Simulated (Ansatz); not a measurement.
# Mo3Se4 under strain: Electrostatic potentials at the Se nuclei

Cell: a structure deposited in the COD, relaxed with PBE at fixed cell and then changed (z stretched by 1 %, ions relaxed).

```xyz
14
Lattice="4.7725 2.7554 3.7740 -4.7725 2.7554 3.7740 0.0000 -5.5108 3.7740" Properties=species:S:1:pos:R:3 pbc="T T T"
Mo   -0.9062   -1.2560    4.4785
Mo    1.5408   -0.1568    4.4785
Mo   -0.6346    1.4128    4.4785
Mo    0.9062    1.2560    6.8436
Mo   -1.5408    0.1568    6.8436
Mo    0.6346   -1.4128    6.8436
Se    1.2149   -2.7216    4.7359
Se    1.7495    2.4129    4.7359
Se   -2.9644    0.3087    4.7359
Se   -1.2149    2.7216    6.5862
Se   -1.7495   -2.4129    6.5862
Se    2.9644   -0.3087    6.5862
Se    0.0000    0.0000    2.4561
Se    0.0000    0.0000    8.8660
```

Sites (sets of like atoms) are named by element and the number of their first atom in this list.

All values are calculated (Ansatz; DFT, PBE, plane waves and PAW, scalar-relativistic, 420 eV cutoff, Γ-centred 6×6×6 k-points, Fermi–Dirac smearing 0.05 eV), not measured.

The potential at a nucleus is that of all electrons and the other nuclei. A higher potential binds the core electrons more strongly, so differences between sites of one element are the initial-state part of core-level shifts.

Q: Rank the Se sites by the potential at the nucleus, lowest first, and give each against the lowest.
A. atom 13: 3 Mo at 2.55 Å
B. atom 7: 4 Mo at 2.55–2.62 Å

A: A (0.00 V), B (0.41 V).
